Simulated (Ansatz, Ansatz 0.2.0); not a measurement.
# Lattice constants of CoSn₂ from LDA to r2SCAN, and the effect of dispersion corrections

## Experimental context

CoSn₂ crystallises in the tetragonal CuAl₂ type, space group I4/mcm. Our reference is the pair a = 6.361 Å and c = 5.452 Å, compiled in a printed reference work on crystal structures of intermetallic A2B phases; the method behind these values is not given with them. A second pair, a = 6.365 Å and c = 5.457 Å, comes from a diffraction refinement (1969, Crystallography Open Database entry 1524261), for which neither sample nor temperature is given. The two pairs differ by 0.004 Å in a and 0.005 Å in c, less than a tenth of a per cent. We do not know whether they are independent determinations, so this closeness is not a full measure of the experimental uncertainty. The diffraction cell also serves as the starting structure of the relaxations.

| compared with | measured | source's wording or label | method |
| --- | --- | --- | --- |
| a (Å) | 6.361 | tetragonal a | compiled value, method not stated * |
| c (Å) | 5.452 | tetragonal c | compiled value, method not stated * |
| a (Å) | 6.365 | 6.3650 | diffraction refinement behind the database entry |
| c (Å) | 5.457 | 5.4570 | diffraction refinement behind the database entry |

Where a quantity has several values, deviations refer to the one marked *.

Conditions are those given with the value in the passage it was taken from; "not stated" means there, and the paper may say more elsewhere. The values are a selection: others may have been left out beforehand as unlike or outlying.

## Aim and plan

We look for the cheapest level of theory that gives both a and c within 1 % of the reference. Good semilocal functionals usually reach this accuracy for metallic compounds, and it is tight enough to expose a functional that binds clearly too strongly or too weakly. Both axes must pass separately, since a correct volume can hide a wrong axial ratio.

The model is the perfect crystal with six atoms in the primitive cell, with cell and atomic positions relaxed in the symmetry of the start. We treat it without spin polarisation, because CoSn₂ has no magnetic order. The calculation gives a static lattice. Zero-point motion and, if the measurements were made near room temperature, thermal expansion would lengthen the computed axes by roughly 0.2 to 0.5 %; we compare the static values directly and weigh this allowance at the end.

We begin with LDA on a coarse k mesh, refine the mesh, and change the functional only if the remaining error calls for it.

Plain PBE isn't shown in this study.

System: CoSn2, CuAl2 type (C16), tetragonal; I4/mcm (No. 140), 6 atoms in the primitive cell; the database structure is a diffraction structure: a = 6.365 Å, c = 5.457 Å; structure from the Crystallography Open Database.

On the selection of runs and values: Further runs on this system are not shown.

## 1. LDA on a coarse mesh

LDA is the simplest functional, and a 4×4×4 mesh is a light first sampling for a metal with a cell of this size. LDA usually makes metals too small by one or two per cent in length, so we expect both axes to come out short, perhaps beyond the target. The run gives a first size for that error, to be confirmed on a denser mesh.

**Run 1.** Ansatz 0.2.0: LDA, cell and atoms relaxed from the database structure, PAW set soft_2, cutoff 420 eV (default), 4x4x4 k mesh, Gaussian smearing 0.1 eV.

Key lines of the input:
```
crystal:
  # lattice and atoms
kpoints:
  mp_grid: { grid: [4, 4, 4] }
hamiltonian:
  xc: lda
scf:
  occupations: { method: gaussian, width: 0.1 }
output:
  forces: true
  stress: true
relax:
  adjacent_minimum: "off"
  f_tol: 0.005
  max_steps: 60
  cell: { stress_tol: 0.03 }
```

Command:
```
ansatz run input.yaml --threads 4 --pin off --max-ram 16384MiB --backend cpu --events-out ev --progress --plain --runs-dir out
```

Selected lines of the output:
```
Basis set: ecut = 420 eV, 2041 PW (Γ) [...]
k-points: 13 of 64
relax step   6: F+E_penalty+E_count = -33644.44562723 eV  [...]  max|allowed force component| = 4.058e-4 eV/Å  [...]  P = +0.000 GPa  Ω = 103.751 Å³  [...]
  cell:  # Å, volume = 103.7512 Å³
```

Converged; 12 s on 4 cores of Arm Neoverse V1, shared host.

| quantity | run 1 | measured | deviation |
| --- | --- | --- | --- |
| a (Å) | 6.225 | 6.361 | −0.136 (−2.1 %) |
| c (Å) | 5.355 | 5.452 | −0.097 (−1.8 %) |
| conventional cell volume (Å³) | 207.50 |  |  |

Both axes come out short, a by 2.1 % and c by 1.8 %, so LDA on this mesh misses the target on each. The contraction is nearly the same along the two directions, which looks like general overbinding more than a wrong shape of the cell. The sign is the one we expected of LDA, and the size lies at the upper end of its usual error.

## 2. Denser k meshes for LDA

With only 13 irreducible k-points for a metal, part of the miss could come from the sampling. We therefore repeat the LDA relaxation on 8×8×8 and 10×10×10 meshes, which at these run times costs little. We expect the axes to move by much less than the one per cent or so that separates them from the target. The pair should also tell us whether 8×8×8 is dense enough for comparing functionals.

**Run 2.** Ansatz 0.2.0: LDA, cell and atoms relaxed from the database structure, PAW set soft_2, cutoff 420 eV (default), 8x8x8 k mesh, Gaussian smearing 0.1 eV.

Key lines of the input, as changed from run 1:
```diff
  kpoints:
-   mp_grid: { grid: [4, 4, 4] }
+   mp_grid: { grid: [8, 8, 8] }
```

Selected lines of the output:
```
Basis set: ecut = 420 eV, 2041 PW (Γ) [...]
k-points: 59 of 512
relax step   1: F+E_penalty+E_count = -33644.18754819 eV  [...]  max|allowed force component| = 6.225e-1 eV/Å  [...]  P = -7.150 GPa  Ω = 110.540 Å³  (7 SCF iters, dr2 threshold 1.00e-7 eV [...]
relax step   2: F+E_penalty+E_count = -33644.17271862 eV  [...]  max|allowed force component| = 7.129e-1 eV/Å  [...]  P = +7.567 GPa  Ω = 99.409 Å³  [...]
[...]
relax step   6: F+E_penalty+E_count = -33644.49680536 eV  [...]  max|allowed force component| = 2.033e-4 eV/Å  [...]  P = -0.001 GPa  Ω = 103.530 Å³  [...]
relax step   7: F+E_penalty+E_count = -33644.49323499 eV  [...]  max|allowed force component| = 3.623e-4 eV/Å  [...]  P = -0.023 GPa  Ω = 103.530 Å³  [...]
--- Relaxed structure (6 steps of the walk, 5 accepted, 1 SCFs on fresh bases) ---
  cell:  # Å, volume = 103.5304 Å³
    - [-3.1084799814566435, 3.1084799814566435, 2.6786246334777415]
    - [3.1084799814566435, -3.1084799814566435, 2.6786246334777415]
    - [3.1084799814566435, 3.1084799814566435, -2.6786246334777415]
```

Converged; took 46 s.

**Run 3.** Ansatz 0.2.0: LDA, cell and atoms relaxed from the database structure, PAW set soft_2, cutoff 420 eV (default), 10x10x10 k mesh, Gaussian smearing 0.1 eV.

Key lines of the input, as changed from run 1:
```diff
  kpoints:
-   mp_grid: { grid: [4, 4, 4] }
+   mp_grid: { grid: [10, 10, 10] }
```

Selected lines of the output:
```
Basis set: ecut = 420 eV, 2041 PW (Γ) [...]
k-points: 102 of 1000
  cell:  # Å, volume = 103.5047 Å³
```

Converged; took 66 s.

| quantity | run 2 | run 3 | measured |
| --- | --- | --- | --- |
| a (Å) | 6.217 | 6.212 | 6.361 |
| c (Å) | 5.357 | 5.365 | 5.452 |
| conventional cell volume (Å³) | 207.06 | 207.01 |  |

The denser meshes do not rescue LDA. On 10×10×10 a is 2.3 % and c 1.6 % below the reference. Between 8×8×8 and 10×10×10 a shrinks by 0.005 Å while c grows by 0.008 Å, and the volume hardly changes, so what the sampling still affects is mainly the axial ratio. These shifts are below 0.2 %, which makes 8×8×8 adequate for a 1 % target as long as a result does not fall close to the limit.

## 3. Cutoff and potentials under LDA

Before blaming the functional we check the two other numerical ingredients at the same 8×8×8 mesh: a plane-wave cutoff raised to 590 eV, and norm-conserving PseudoDojo potentials in place of the PAW set. The second needs a much higher cutoff and will be the dearer run, but it tests the description of the cores independently. We expect both to leave LDA well short of the measured axes.

**Run 4.** Ansatz 0.2.0: LDA, cell and atoms relaxed from the database structure, PAW set soft_2, cutoff 590 eV, 8x8x8 k mesh, Gaussian smearing 0.1 eV.

Key lines of the input, as changed from run 2:
```diff
+ basis:
+   ecutwfc: 590.0
```

Selected lines of the output:
```
Basis set: ecut = 590 eV, 3411 PW (Γ) [...]
  cell:  # Å, volume = 103.4860 Å³
```

Converged; took 68 s.

**Run 5.** Ansatz 0.2.0: LDA, PseudoDojo norm-conserving pseudopotentials, cell and atoms relaxed from the database structure, cutoff 1306 eV (default), 8x8x8 k mesh, Gaussian smearing 0.1 eV.

Key lines of the input, as changed from run 2:
```diff
  hamiltonian:
+   pseudopotentials: { kind: nc, accuracy: standard }
```

Selected lines of the output:
```
Basis set: ecut = 1306.14654 eV, 11059 PW (Γ) [...]
  cell:  # Å, volume = 103.6931 Å³
```

Converged; took 3.1 min.

| quantity | run 4 | run 5 | measured |
| --- | --- | --- | --- |
| a (Å) | 6.216 | 6.220 | 6.361 |
| c (Å) | 5.357 | 5.360 | 5.452 |
| conventional cell volume (Å³) | 206.97 | 207.39 |  |

Neither check changes the picture. The higher cutoff moves a by 0.001 Å and leaves c where it was, and the norm-conserving potentials lengthen each axis by 0.003 Å. In these two runs LDA still gives a 2.3 % and 2.2 % too short, and c 1.7 % in both, so the miss belongs to the functional and not to the basis or the treatment of the cores. The static lattice explains only a small part of it: the allowance for thermal and zero-point expansion is several times smaller than the gap in a.

## 4. PBEsol at the same settings

The next step up is a gradient-corrected functional. PBEsol was designed for the equilibrium structures of solids and normally removes much of the LDA contraction, at a cost per step that should be close to that of LDA. We keep the default cutoff and the 8×8×8 mesh so that only the functional changes. We expect longer axes, still somewhat below the reference, since PBEsol tends to leave compounds of 3d metals slightly too small.

**Run 6.** Ansatz 0.2.0: PBEsol, cell and atoms relaxed from the database structure, PAW set soft_2, cutoff 420 eV (default), 8x8x8 k mesh, Gaussian smearing 0.1 eV.

Key lines of the input, as changed from run 2:
```diff
  hamiltonian:
-   xc: lda
+   xc: pbesol
```

Selected lines of the output:
```
relax step   5: F+E_penalty+E_count = -33985.84403761 eV  [...]  max|allowed force component| = 9.962e-5 eV/Å  [...]  P = +0.005 GPa  Ω = 106.420 Å³  [...]
  cell:  # Å, volume = 106.4201 Å³
```

Converged; took 41 s.

| quantity | run 6 | measured | deviation |
| --- | --- | --- | --- |
| a (Å) | 6.280 | 6.361 | −0.081 (−1.3 %) |
| c (Å) | 5.398 | 5.452 | −0.054 (−1.0 %) |
| conventional cell volume (Å³) | 212.84 |  |  |

PBEsol recovers a good part of the LDA contraction: a grows by 0.063 Å and c by 0.041 Å. The axis a remains 1.3 % short and fails the target. The axis c sits practically on the 1 % limit, too close to call given the mesh shifts seen with LDA, but a alone decides against this level.

## 5. The meta-GGA r2SCAN

Both axes still need to grow, so adding a dispersion correction to PBEsol would pull in the wrong direction. We go up to r2SCAN, which also uses the kinetic-energy density and usually gives good bond lengths across different kinds of solids. It will cost more per step, also because its default cutoff is 500 eV. We expect axes longer than with PBEsol and within 1 % of the reference.

**Run 7.** Ansatz 0.2.0: r2SCAN, cell and atoms relaxed from the database structure, PAW set soft_2, cutoff 500 eV (default), 8x8x8 k mesh, Gaussian smearing 0.1 eV.

Key lines of the input, as changed from run 2:
```diff
  hamiltonian:
-   xc: lda
+   xc: r2scan
```

Selected lines of the output:
```
Basis set: ecut = 500 eV, 2757 PW (Γ) [...]
relax step   5: F+E_penalty+E_count = -34416.96876735 eV  [...]  max|allowed force component| = 7.763e-5 eV/Å  [...]  P = -0.006 GPa  Ω = 108.095 Å³  [...]
  cell:  # Å, volume = 108.0949 Å³
```

Converged; took 91 s.

| quantity | run 7 | measured | deviation |
| --- | --- | --- | --- |
| a (Å) | 6.313 | 6.361 | −0.048 (−0.8 %) |
| c (Å) | 5.425 | 5.452 | −0.027 (−0.5 %) |
| conventional cell volume (Å³) | 216.19 |  |  |

r2SCAN brings both axes inside the target, a at 0.8 % and c at 0.5 % below the reference. The margin in a is about 0.016 Å. That is more than the mesh, cutoff or potentials moved a under LDA between the 8×8×8 run and its checks, though those shifts were measured for LDA and need not carry over to a meta-GGA. The better agreement costs about twice the time of the PBEsol relaxation, still a matter of minutes.

## 6. Non-local correlation added to r2SCAN

r2SCAN lacks long-range dispersion, which is attractive and would shorten the axes further. We add the rVV10 non-local correlation at the same cutoff and mesh to see whether the pass in a survives when this piece of physics is included. We expect a contraction of a few tenths of a per cent at most, which could use up much of the margin. This tests the physical model and does not replace a convergence test of r2SCAN itself.

**Run 8.** Ansatz 0.2.0: r2SCAN+rVV10, cell and atoms relaxed from the database structure, PAW set soft_2, cutoff 500 eV (default), 8x8x8 k mesh, Gaussian smearing 0.1 eV.

Key lines of the input, as changed from run 7:
```diff
  hamiltonian:
+   dispersion: rvv10
```

Selected lines of the output:
```
relax step   5: F+E_penalty+E_count = -34407.66442140 eV  [...]  max|allowed force component| = 1.109e-4 eV/Å  [...]  P = +0.007 GPa  Ω = 106.753 Å³  [...]
  cell:  # Å, volume = 106.7527 Å³
```

Converged; took 1.8 min.

| quantity | run 8 | measured | deviation |
| --- | --- | --- | --- |
| a (Å) | 6.288 | 6.361 | −0.073 (−1.2 %) |
| c (Å) | 5.401 | 5.452 | −0.051 (−0.9 %) |
| conventional cell volume (Å³) | 213.51 |  |  |

The non-local correlation shortens a by 0.025 Å and c by 0.024 Å, about 0.4 % each. That is within the contraction we expected, but more than the margin r2SCAN had in a: with rVV10 this axis is 1.2 % short and misses the target, while c stays narrowly inside at 0.9 %. The pass of r2SCAN therefore holds for the plain functional only and does not survive this addition.

Which of the two describes the physics better is not settled by the closer lattice constants. There is an argument from theory for the plain functional: in a metal the conduction electrons screen the long-range attraction, and rVV10, which works from the local density and its gradient, does not describe that metallic screening properly and may bind too strongly. We keep r2SCAN without the correction as the level that meets the target and end the series here, since the added term costs more time and makes both axes worse.

## Overview

| run | settings | a (Å) | deviation | c (Å) | deviation | cost |
| --- | --- | --- | --- | --- | --- | --- |
| 1 | LDA, PAW set soft_2, cutoff 420 eV (default), 4x4x4 k mesh | 6.225 | −0.136 (−2.1 %) | 5.355 | −0.097 (−1.8 %) | under 1 core-min |
| 2 | LDA, PAW set soft_2, cutoff 420 eV (default), 8x8x8 k mesh | 6.217 | −0.144 (−2.3 %) | 5.357 | −0.095 (−1.7 %) | 3.1 core-min |
| 3 | LDA, PAW set soft_2, cutoff 420 eV (default), 10x10x10 k mesh | 6.212 | −0.149 (−2.3 %) | 5.365 | −0.087 (−1.6 %) | 4.4 core-min |
| 4 | LDA, PAW set soft_2, cutoff 590 eV, 8x8x8 k mesh | 6.216 | −0.145 (−2.3 %) | 5.357 | −0.095 (−1.7 %) | 4.5 core-min |
| 5 | LDA, PseudoDojo norm-conserving pseudopotentials, cutoff 1306 eV (default), 8x8x8 k mesh | 6.220 | −0.141 (−2.2 %) | 5.360 | −0.092 (−1.7 %) | 12 core-min |
| 6 | PBEsol, PAW set soft_2, cutoff 420 eV (default), 8x8x8 k mesh | 6.280 | −0.081 (−1.3 %) | 5.398 | −0.054 (−1.0 %) | 2.8 core-min |
| 7 | r2SCAN, PAW set soft_2, cutoff 500 eV (default), 8x8x8 k mesh | 6.313 | −0.048 (−0.8 %) | 5.425 | −0.027 (−0.5 %) | 6.1 core-min |
| 8 | r2SCAN+rVV10, PAW set soft_2, cutoff 500 eV (default), 8x8x8 k mesh | 6.288 | −0.073 (−1.2 %) | 5.401 | −0.051 (−0.9 %) | 7.2 core-min |
|  | measured | 6.361 |  | 5.452 |  |  |

Further runs on the same system, made beside this series (convergence steps with loose settings among them):

| further | settings | a (Å) | deviation | c (Å) | deviation | cost |
| --- | --- | --- | --- | --- | --- | --- |
| F1 | PBEsol+D3(BJ), PAW set soft_2, cutoff 420 eV (default), 8x8x8 k mesh | 6.208 | −0.153 (−2.4 %) | 5.331 | −0.121 (−2.2 %) | 2.6 core-min |
| F2 | BLYP+D3(BJ), PAW set soft_2, cutoff 420 eV (default), 8x8x8 k mesh | 6.320 | −0.041 (−0.6 %) | 5.446 | −0.006 (−0.1 %) | 2.5 core-min |
| F3 | BLYP, PAW set soft_2, cutoff 420 eV (default), 8x8x8 k mesh | 6.519 | +0.158 (+2.5 %) | 5.658 | +0.206 (+3.8 %) | 3.9 core-min |
| F4 | r2SCAN, PAW set soft_2, cutoff 500 eV (default), 4x4x4 k mesh | 6.321 | −0.040 (−0.6 %) | 5.417 | −0.035 (−0.6 %) | 1.9 core-min |
|  | measured | 6.361 |  | 5.452 |  |  |

## Assessment

Plain r2SCAN meets the target: on the 8×8×8 mesh a is 0.8 % and c 0.5 % below the reference, for 6.1 core-minutes. The 4×4×4 mesh also passes, at 1.9 core-minutes, and is the cheapest setting shown that does. Between the two meshes each axis moves by 0.008 Å, about half the margin left in a. The checks of cutoff and potentials shown here are for LDA; their effect on r2SCAN is not shown in this report.

The change of functional mattered most. LDA is about 2 % short, and four further LDA runs with denser meshes, a higher cutoff and other potentials confirmed this; fewer would have done for so large a miss. PBEsol removes nearly half of the error but still fails in a.

Dispersion corrections need care here. Adding rVV10 to r2SCAN pushes a out of the target, and D3 makes PBEsol worse than LDA. Taking both axes together, BLYP+D3 comes closest to the reference, at 2.5 core-minutes, but by cancellation: BLYP alone is 2.5 % too long in a and 3.8 % in c, and D3 takes back about 0.2 Å on each axis. We would not rely on it for related compounds.

Thermal and zero-point expansion, roughly 0.2 to 0.5 %, would account for much of what r2SCAN lacks if the reference was measured near room temperature. The same allowance could bring PBEsol and r2SCAN+rVV10 inside the limit, so their narrow misses in a do not rank them firmly below r2SCAN. Plain PBE, which usually gives longer axes than PBEsol at similar cost, would be a natural comparison but is not shown in this report.

[Logs are printed without paths, hosts, clocks, repeated set-up lines and the standing remarks that a program may print on its own settings, such as how far it seeks lower states.]

[The runs shown are a pick from a larger set of finished runs; failed, doubtful and other runs were left out of it ahead of writing. So were measured values far from every level or from commonly accepted values, and agreement can look better than it is. Lines of input and output are excerpts and may be shortened.]
